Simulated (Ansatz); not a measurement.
# 4-layer honeycomb BAs (AA') in a perpendicular field

What dipole does a perpendicular field induce in the 4-layer honeycomb BAs (AA'), and does the gap follow? A positive field points along +c.

Main program and level: Ansatz 0.2.0; plane-wave DFT, PBE-D3(BJ), Ansatz PAW (set soft_1); PAW set soft_1.

## (1) Starting point

The cell holds 8 atoms: 4 As and 4 B. Cell: a = 3.390 Å, b = 3.390 Å, c = 49.000 Å, α = 90.0°, β = 90.0°, γ = 120.0°. Regions: layer 1: honeycomb BAs, 2 atoms (1 As and 1 B); layer 2: honeycomb BAs, 2 atoms (1 As and 1 B); layer 3: honeycomb BAs, 2 atoms (1 As and 1 B); layer 4: honeycomb BAs, 2 atoms (1 As and 1 B). Vacuum lies along c.

## (2) Relaxation

The starting cell is a guess, so the in-plane lattice and the atoms are relaxed first, with the slab cut off from its images along the normal.

input.yaml

```yaml
crystal:
  lattice:
    - [3.39, 0.0, 0.0]
    - [-1.695, 2.9358261188, 0.0]
    - [0.0, 0.0, 49.0000000018]
  atoms:
    - { symbol: As, position: [0.6666666667, 0.3333333333, 0.4081632653] }
    - { symbol: B, position: [0.3333333333, 0.6666666667, 0.4081632653] }
    - { symbol: As, position: [0.3333333333, 0.6666666667, 0.4693877551] }
    - { symbol: B, position: [0.6666666667, 0.3333333333, 0.4693877551] }
    - { symbol: As, position: [0.6666666667, 0.3333333333, 0.5306122449] }
    - { symbol: B, position: [0.3333333333, 0.6666666667, 0.5306122449] }
    - { symbol: As, position: [0.3333333333, 0.6666666667, 0.5918367347] }
    - { symbol: B, position: [0.6666666667, 0.3333333333, 0.5918367347] }
  periodic: [true, true, false]
kpoints:
  mp_grid: { grid: [12, 12, 1] }
hamiltonian:
  xc: pbe
  dispersion: d3bj
  pseudopotentials: { kind: paw, azcp: { folder: soft_1 } }
scf:
  occupations: { method: fermi_dirac, width: 0.05 }
  convergence: { dr2_threshold: 1.0e-09 }
relax:
  f_tol: 0.004
  max_steps: 90
  cell: {}
output:
  write_potential: true
  write_density: true
  volumetric_format: npy
```

Command:

```bash
$ ansatz run input.yaml --threads 2 --pin off --max-ram 3072MiB --backend cpu --events-out ev --progress --plain --runs-dir out
```

Numbers of over 12 decimals in the logs are rounded to 6 here.

The log of the run:

```text
Warning: relax.cell: scf.convergence.dr2_threshold = 1e-9 eV is looser than the 2.21606648178e-10 eV advised for a relaxation that steers and ends on the stress (1e-10 eV for each atom of the cell: 8, times the square of relax.cell.stress_2d_tol = 0.05 N/m over 19.0 Å (the atoms' height at the walk's start and 5 Å past either face), 2.632e-2 GPa, over a crystal's default 0.05). What an SCF threshold leaves in a stress goes as its square root, and in the free energy as the threshold itself, and one threshold admits the most on a small cell: [figures from the program's tests cut] Set scf.convergence.dr2_threshold to 2.21606648178e-10 eV or tighter. [rest of the remark cut]
Engine: ansatz 0.2.0, aarch64-unknown-linux-gnu
Pseudopotentials: kind: paw
Pseudopotential: As, paw, valence charge 15, recommended cutoff 420 eV (normal), soft_1/As.paw.azcp
Pseudopotential: B, paw, valence charge 3, recommended cutoff 420 eV (normal), soft_1/B.paw.azcp
Functional definition: PBE
  parameter kappa = 0.804
  parameter beta = 0.066725
  exchange = pbe_x(kappa = kappa, mu = beta*pi^2/3)
  correlation = pbe_c(beta = beta)
Crystal: 8 atoms, lattice volume = 487.670 Å³
Basis set: ecut = 420 eV, 9559 PW (Γ), exchange–correlation on 48×48×720 points (8 copies of the dense FFT grid, shifted against one another)
Bands: 44, of which v1, the nominal top of the filled ones, is band 36 counted from 1 (35 counted from 0)
Symmetry: 12 space group operations
Space group: P-3m1 (ITA 164), of the structure as read, at distance tolerance 7.9e-5 Å
k-points: 19 of 144
Non-local potential: As, projectors of the file, l = 0: 2, l = 1: 2, l = 2: 3, l = 3: 1
Non-local potential: B, projectors of the file, l = 0: 2, l = 1: 2, l = 2: 1
PAW form: soft (Blöchl's): semilocal exchange-correlation on the pseudo side does not see the compensation charge
PAW one-centre angular grid: As, 590 points (default); XC on 64 Gauss nodes
PAW one-centre angular grid: B, 110 points (default); XC on 64 Gauss nodes
Initial density: superposition of atomic densities (neutral atoms: chi_scale 0, normalization atom)
Initial wavefunctions: pseudopotential atomic-orbital guess
Functional: x = pbe(κ = 0.804, μ = 0.219515), c = pbe(β = 0.066725)
SCF iter   1: F=—  HF=-20048.673881 eV  |F-HF|=—  |Δ(HF+E_count)|=         —  Δρ=3.74e-2  dr2=9.14e0  ethr=3.10e-3  ⟨swp⟩=15.6  Hψ=5111  notcnv=0
preconditioner: auto → LDOS  [metal: Δε(μ)=0.019 eV  Ē_g=9.759 eV  σ=0.050 eV  W_gap=0.10  n_scr=30 (ndim 8)  ℏωp=9.5 eV  f_vac=0.726  D(μ)=2.55/eV (n_scr^D=14)  β→1.0]
SCF iter   2: F=—  HF=-20046.995848 eV  |F-HF|=—  |Δ(HF+E_count)|=    1.68e0  Δρ=1.91e-2  dr2=2.88e0  ethr=3.10e-3  ⟨swp⟩=5.0  Hψ=1875  notcnv=0  defer=38
preconditioner: auto → Resta (q_TF=auto, 1.983 Å⁻¹)  ε∞=2.0  [insulator: Δε(μ)=0.611 eV  Ē_g=9.747 eV  σ=0.050 eV  W_gap=1.00  n_scr=30 (ndim 8)  ℏωp=9.5 eV  f_vac=0.731  D(μ)=0.01/eV (n_scr^D=0)  ε∞_Penn≈2.0  vacuum switching on, ρ_ref=6.9e-3 e/Å³  β→0.5]
SCF iter   3: F=—  HF=-20046.446819 eV  |F-HF|=—  |Δ(HF+E_count)|=   5.49e-1  Δρ=4.51e-3  dr2=1.49e0  ethr=3.10e-3  ⟨swp⟩=4.8  Hψ=1772  notcnv=0  defer=38
SCF iter   4: F=—  HF=-20046.311121 eV  |F-HF|=—  |Δ(HF+E_count)|=   1.36e-1  Δρ=2.85e-3  dr2=8.10e-2  ethr=2.06e-3  ⟨swp⟩=4.3  Hψ=1646  notcnv=0  defer=33
SCF iter   5: F=—  HF=-20046.309069 eV  |F-HF|=—  |Δ(HF+E_count)|=   2.05e-3  Δρ=8.93e-4  dr2=5.33e-3  ethr=1.13e-4  ⟨swp⟩=3.5  Hψ=1478  notcnv=0  defer=32
SCF iter   6: F=—  HF=-20046.309207 eV  |F-HF|=—  |Δ(HF+E_count)|=   1.38e-4  Δρ=4.20e-4  dr2=9.77e-4  ethr=7.40e-6  ⟨swp⟩=3.2  Hψ=1394  notcnv=0  defer=32
SCF iter   7: F=—  HF=-20046.309519 eV  |F-HF|=—  |Δ(HF+E_count)|=   3.12e-4  Δρ=1.10e-4  dr2=1.30e-4  ethr=1.36e-6  ⟨swp⟩=3.4  Hψ=1632  notcnv=0  defer=32
SCF iter   8: F=—  HF=-20046.309502 eV  |F-HF|=—  |Δ(HF+E_count)|=   1.66e-5  Δρ=5.98e-5  dr2=1.84e-5  ethr=1.81e-7  ⟨swp⟩=3.4  Hψ=1508  notcnv=0  defer=32
SCF iter   9: F=—  HF=-20046.309414 eV  |F-HF|=—  |Δ(HF+E_count)|=   8.86e-5  Δρ=1.08e-5  dr2=4.01e-7  ethr=2.55e-8  ⟨swp⟩=3.4  Hψ=1758  notcnv=0  defer=32
SCF iter  10: F=—  HF=-20046.309368 eV  |F-HF|=—  |Δ(HF+E_count)|=   4.55e-5  Δρ=1.03e-6  dr2=6.85e-9  ethr=5.56e-10  ⟨swp⟩=3.3  Hψ=1622  notcnv=0  defer=32
SCF iter  11: F=—  HF=-20046.309368 eV  |F-HF|=—  |Δ(HF+E_count)|=   2.64e-8  Δρ=4.62e-7  dr2=1.71e-9  ethr=1.39e-12  ⟨swp⟩=12.2  Hψ=6636  notcnv=0
SCF iter  12: F=-20046.309368 eV  HF=-20046.309368 eV  |F-HF|=2.69e-10  |Δ(HF+E_count)|=  2.26e-10  Δρ=1.44e-7  dr2=1.41e-10  ethr=1.39e-12  ⟨swp⟩=10.1  Hψ=5482  notcnv=0
SCF 1 converged in 12 iterations: F = -20046.309368 eV  dr2 = 1.41e-10
  greatest PAW one-centre occupation: 0.999 electrons in one spin orbital (limit 2), on the As atom at site 4 (counted from 0), in its partial waves of l = 2
relax step   1: F+E_penalty+E_count = -20046.30936838 eV  Δ(F+E_penalty+E_count) = +0.000e0 eV  max|allowed force component| = 5.062e-1 eV/Å  Δτ_max = 0.0000 Å  P = -1.568 N/m  Ω = 487.670 Å³  fix = [c, alpha, beta]  reactions: c +0.000 N/m  (12 SCF iters, accepted)
Crystal: 8 atoms, lattice volume = 486.330 Å³
Basis set: ecut = 420 eV, 9535 PW (Γ), exchange–correlation on 48×48×720 points (8 copies of the dense FFT grid, shifted against one another)
Initial density: handed on by an earlier stage of this run
Initial wavefunctions: those handed on with the density
iter 1 solved again at ethr=4.03e-4 eV; its pass at ethr=3.10e-3 eV (dr2=2.90e-1 eV) is discarded
SCF iter   1: F=—  HF=-20046.511164 eV  |F-HF|=—  |Δ(HF+E_count)|=         —  Δρ=7.33e-3  dr2=2.90e-1  ethr=4.03e-4  ⟨swp⟩=2.8  Hψ=5444  notcnv=0
preconditioner: auto → LDOS  [insulator: Δε(μ)=0.242 eV  Ē_g=9.668 eV  σ=0.050 eV  W_gap=0.83  n_scr=30 (ndim 8)  ℏωp=9.5 eV  f_vac=0.722  D(μ)=0.62/eV (n_scr^D=6)  ε∞_Penn≈2.0  β→1.0]
SCF iter   2: F=—  HF=-20046.579757 eV  |F-HF|=—  |Δ(HF+E_count)|=   6.86e-2  Δρ=4.78e-3  dr2=4.90e-1  ethr=4.03e-4  ⟨swp⟩=6.9  Hψ=2443  notcnv=0  defer=4
SCF iter   3: F=—  HF=-20046.458710 eV  |F-HF|=—  |Δ(HF+E_count)|=   1.21e-1  Δρ=1.02e-3  dr2=9.74e-3  ethr=4.03e-4  ⟨swp⟩=5.3  Hψ=1847  notcnv=0  defer=11
SCF iter   4: F=—  HF=-20046.456961 eV  |F-HF|=—  |Δ(HF+E_count)|=   1.75e-3  Δρ=2.04e-4  dr2=4.49e-4  ethr=1.35e-5  ⟨swp⟩=3.1  Hψ=1540  notcnv=0  defer=19
SCF iter   5: F=—  HF=-20046.456962 eV  |F-HF|=—  |Δ(HF+E_count)|=   4.35e-7  Δρ=7.10e-5  dr2=5.50e-5  ethr=6.23e-7  ⟨swp⟩=3.1  Hψ=1428  notcnv=0  defer=19
SCF iter   6: F=—  HF=-20046.456957 eV  |F-HF|=—  |Δ(HF+E_count)|=   4.66e-6  Δρ=1.61e-5  dr2=1.53e-6  ethr=7.64e-8  ⟨swp⟩=3.2  Hψ=1458  notcnv=0  defer=19
[...]
relax step   7: F+E_penalty+E_count = -20046.84222962 eV  Δ(F+E_penalty+E_count) = -3.564e-2 eV  max|allowed force component| = 7.855e-2 eV/Å  Δτ_max = 0.2000 Å  P = -1.840 N/m  Ω = 484.588 Å³  energy of the carried Pulay correction = +3.454e-4 eV  fix = [c, alpha, beta]  reactions: c -0.000 N/m  (10 SCF iters, accepted)
relax step   8: F+E_penalty+E_count = -20046.86887851 eV  Δ(F+E_penalty+E_count) = -2.665e-2 eV  max|allowed force component| = 5.452e-2 eV/Å  Δτ_max = 0.1950 Å  P = -1.366 N/m  Ω = 483.926 Å³  energy of the carried Pulay correction = +4.199e-4 eV  fix = [c, alpha, beta]  reactions: c -0.000 N/m  (10 SCF iters, accepted)
relax step   9: F+E_penalty+E_count = -20046.87203153 eV  Δ(F+E_penalty+E_count) = -3.153e-3 eV  max|allowed force component| = 6.007e-2 eV/Å  Δτ_max = 0.1950 Å  P = -0.221 N/m  Ω = 482.186 Å³  energy of the carried Pulay correction = +6.160e-4 eV  fix = [c, alpha, beta]  reactions: c -0.000 N/m  (10 SCF iters, accepted)
relax step  10: F+E_penalty+E_count = -20046.88116632 eV  Δ(F+E_penalty+E_count) = -9.135e-3 eV  max|allowed force component| = 2.721e-2 eV/Å  Δτ_max = 0.1901 Å  P = +1.160 N/m  Ω = 480.289 Å³  energy of the carried Pulay correction = +8.308e-4 eV  fix = [c, alpha, beta]  reactions: c +0.000 N/m  (10 SCF iters, accepted)
relax step  11: F+E_penalty+E_count = -20046.88312397 eV  Δ(F+E_penalty+E_count) = -1.958e-3 eV  max|allowed force component| = 1.027e-2 eV/Å  Δτ_max = 0.0596 Å  P = -0.113 N/m  Ω = 482.113 Å³  energy of the carried Pulay correction = +6.243e-4 eV  fix = [c, alpha, beta]  reactions: c -0.000 N/m  (9 SCF iters, accepted)
relax step  12: F+E_penalty+E_count = -20046.88321202 eV  Δ(F+E_penalty+E_count) = -8.805e-5 eV  max|allowed force component| = 4.930e-3 eV/Å  Δτ_max = 0.0148 Å  P = -0.020 N/m  Ω = 481.973 Å³  energy of the carried Pulay correction = +6.401e-4 eV  fix = [c, alpha, beta]  reactions: c -0.000 N/m  (8 SCF iters, accepted)
relax step  13: F+E_penalty+E_count = -20046.88325985 eV  Δ(F+E_penalty+E_count) = -4.783e-5 eV  max|allowed force component| = 1.481e-3 eV/Å  Δτ_max = 0.0048 Å  P = +0.007 N/m  Ω = 481.932 Å³  energy of the carried Pulay correction = +6.447e-4 eV  fix = [c, alpha, beta]  reactions: c +0.000 N/m  (7 SCF iters, accepted)
Initial wavefunctions: pseudopotential atomic-orbital guess (no wavefunctions were taken with the density)
iter 1 solved again at ethr=1.99e-7 eV; its pass at ethr=3.10e-3 eV (dr2=1.43e-4 eV) is discarded
SCF iter   1: F=—  HF=-20046.882675 eV  |F-HF|=—  |Δ(HF+E_count)|=         —  Δρ=1.07e-5  dr2=7.22e-8  ethr=1.99e-7  ⟨swp⟩=5.8  Hψ=8247  notcnv=0
eigensolver tolerance schedule: the retry pair's looser diagonalisation over-reported the residual by 1981.49 of it (diagonalisation noise at 0.15 of the residual, at the tolerance the schedule requests for it); recorded, not acted on — ethr = c·dr2/N_el stays at c = 1.0e-1
SCF iter   2: F=—  HF=-20046.882647 eV  |F-HF|=—  |Δ(HF+E_count)|=   2.87e-5  Δρ=5.35e-6  dr2=1.82e-8  ethr=1.00e-10  ⟨swp⟩=4.4  Hψ=2477  notcnv=0
SCF iter   3: F=—  HF=-20046.882647 eV  |F-HF|=—  |Δ(HF+E_count)|=   8.97e-8  Δρ=8.70e-7  dr2=1.99e-9  ethr=2.52e-11  ⟨swp⟩=2.8  Hψ=1288  notcnv=0
SCF iter   4: F=-20046.882647 eV  HF=-20046.882647 eV  |F-HF|=1.16e-10  |Δ(HF+E_count)|=   1.71e-9  Δρ=2.49e-7  dr2=2.24e-10  ethr=1.39e-12  ⟨swp⟩=19.1  Hψ=6572  notcnv=0
SCF 14 converged in 4 iterations: F = -20046.882647 eV  dr2 = 2.24e-10
relax step  14: F+E_penalty+E_count = -20046.88264672 eV  Δ(F+E_penalty+E_count) = +6.131e-4 eV  max|allowed force component| = 1.482e-3 eV/Å  Δτ_max = 0.0000 Å  P = -0.005 N/m  Ω = 481.932 Å³  fix = [c, alpha, beta]  reactions: c -0.000 N/m  stress off target by 5.25e-3 N/m on what of the cell is left free  SCF on the basis re-selected at this cell (its energy is not comparable with the rows above)  (4 SCF iters)
basis re-selected at this cell: Δ(F+E_penalty+E_count) = +6.131e-4 eV, ΔP = -0.012 N/m vs the last step (what re-selecting the basis moved, of the pressure what is left beyond the Pulay correction that the steps carried, after the strain that the cell walked since its last selection, with what the two solves' SCF thresholds leave and, on support functions, any second-order correction that the steps lacked; it is no m [...]
WARN: The output density's exchange-correlation potential varies sharply where the density is thin. Do not read a vacuum level from v_tot or v_xc, or from such a field of the output density. On a cell that repeats whose density bears no net charge and no dipole along the vacuum's axis use v_es (v_loc + v_h of the components); under efield.dipole_correction with no amplitude use v_es + v_field, which holds any externa [...]
SCF converged after 4 iterations
Free energy (F): -20046.882647 eV
Harris-Foulkes:  -20046.882647 eV  (|F-HF|=1.16e-10)
Internal energy: -20046.882494 eV  (E = F + TS)
E sigma→0 (E₀):  -20046.882570 eV
Entropy (-TS):   -0.000152 eV (-0.019 meV/atom)
Fermi energy:    -4.570538 eV
--- Per-component energies (eV) ---
  E_band       = -1969.627234
  E_kinetic    = 579.126136
  E_local      = -349111.740557  (includes V_loc(G=0)·N_el)
  E_nonlocal   = -1536.252460
  E_hartree    = 174502.426274
  E_xc         = -407.776628
  E_vxc        = -442.580346  (∫ρ·V_xc dr)
  E_paw        = -8368.757483  (= ΣΔE_a)
  E_vpaw       = -463.037872  (= ΣTr[D̂ρ^β])
  E_aug_tail   = 0.000006  (compensation charges beyond the density's cutoff)
  E_ewald      = 164297.700978
  E_disp       = -1.608759  (pairwise vdW)
  E_smearing   = -0.000152  (= −TS)
  E_closure    = -0.000000  (closes the sum)
  Σ components = -20046.882647   (vs F -20046.882647, Δ=0.00e0)
--- Forces (eV/Å), atoms counted from 1 ---
  atom   1  As     0.00000000    -0.00000000    -0.00148223
  atom   2  B      0.00000000    -0.00000000     0.00105104
  atom   3  As     0.00000000     0.00000000     0.00000090
  atom   4  B      0.00000000     0.00000000    -0.00025626
  atom   5  As     0.00000000    -0.00000000    -0.00000090
  atom   6  B     -0.00000000    -0.00000000     0.00025626
  atom   7  As     0.00000000     0.00000000     0.00148223
  atom   8  B      0.00000000     0.00000000    -0.00105104
  max |Σ_I F_I| component: 7.52e-17 eV/Å
--- 2D stress c σ (N/m, compression-positive) ---
       -0.005255      -0.000000       0.000000
       -0.000000      -0.005255       0.000000
        0.000000       0.000000      -0.000000
  P = ½ c Tr σ = -0.0053 N/m
--- Band table (eV; the first three rows and the last of 19) ---
  k-point 0: bands = [... 32 lower, -6.4425, -6.4425, -6.4260, -6.4260, -1.2901, -1.2138, -1.1108, -1.0635, ... 4 higher]
  k-point 1: bands = [... 32 lower, -6.7107, -6.6817, -6.6547, -6.6372, -1.1743, -1.0383, -0.9626, -0.9377, ... 4 higher]
  k-point 2: bands = [... 32 lower, -7.2069, -7.1759, -7.1467, -7.1272, -1.3357, -1.2610, -1.1816, -1.1239, ... 4 higher]
  k-point 18: bands = [... 32 lower, -5.2973, -5.2973, -5.0164, -5.0164, -4.1578, -4.1578, -3.8073, -3.8073, ... 4 higher]
  the weakly bound empty levels are not read free of the cell's end (no_gap_told)
--- Relaxed structure (13 steps of the walk, 13 accepted, 1 SCFs on fresh bases) ---
  F+E_penalty+E_count = -20046.88264672 eV   max|allowed force component| = 1.482e-3 eV/Å   (the final SCF, on the basis selected at the relaxed cell)
  cell:  # Å, volume = 481.9325 Å³
    - [3.369999, 0, 0]
    - [-1.684999, 2.918505, 0]
    - [0, 0, 49.0000000018]
  atoms:
    - { symbol: As, position: [0.666667, 0.333333, 0.378583] }
    - { symbol: B, position: [0.333333, 0.666667, 0.378416] }
    - { symbol: As, position: [0.333333, 0.666667, 0.459741] }
    - { symbol: B, position: [0.666667, 0.333333, 0.459724] }
    - { symbol: As, position: [0.666667, 0.333333, 0.540259] }
    - { symbol: B, position: [0.333333, 0.666667, 0.540276] }
    - { symbol: As, position: [0.333333, 0.666667, 0.621417] }
    - { symbol: B, position: [0.666667, 0.333333, 0.621584] }
```

Wall time 3.7 min (2 threads of Arm Neoverse V1, shared host); peak memory 0.87 GiB.

Relaxation path:

```csv
step,energy less that of the first step (eV),largest force component (eV/Å),volume (Å³)
1,0.0000,0.5062,487.67
2,-0.1475,0.5090,486.33
3,-0.2671,0.3394,486.83
4,-0.3673,0.2113,486.20
5,-0.4429,0.1270,484.62
6,-0.4972,0.0912,483.13
7,-0.5329,0.0786,484.59
8,-0.5595,0.0545,483.93
9,-0.5627,0.0601,482.19
10,-0.5718,0.0272,480.29
11,-0.5738,0.0103,482.11
12,-0.5738,0.0049,481.97
13,-0.5739,0.0015,481.93
14*,-0.5733,0.0015,481.93
```

Relaxation steps marked * repeat the geometry before them on a plane-wave basis chosen anew for their cell, so energy and pressure can jump there.

The run keeps the 12 symmetry operations that it works with, so distortions that break them were not tested.

```csv
cell as run,before,after,change
a (Å),3.390,3.370,-0.6 %
b (Å),3.390,3.370,-0.6 %
```

The atoms that moved most (Å, along periodic axes as changes of fractional coordinates times the final cell, across vacuum about the mean position):

```
atom     dx     dy      dz  length
  B8  0.000  0.000   1.458   1.458
  B2  0.000  0.000  -1.458   1.458
 As7  0.000  0.000   1.449   1.449
 As1  0.000  0.000  -1.449   1.449
  B4  0.000  0.000  -0.474   0.474
  B6  0.000  0.000   0.474   0.474
 As5  0.000  0.000   0.473   0.473
 As3  0.000  0.000  -0.473   0.473
```

This step gave:

```yaml
energy_at_zero_smearing: -20046.8826 eV
```

The lattice constant a goes from 3.390 to 3.370 Å.

[end of part 1 of 2]

[Logs are printed without paths, hosts, clocks, repeated set-up lines and the standing remarks that a program may print on its own settings, such as how far it seeks lower states.]

[Hosts, paths, dates, database ids (printed as entryN), source tags and the programs' standing remarks are cut or masked in the printed files.]

[Maps of the electrostatic potential energy from Ansatz leave out the sawtooth potential of an applied field or a dipole correction, so their vacuum need not be flat; planar profiles and work functions include it.]
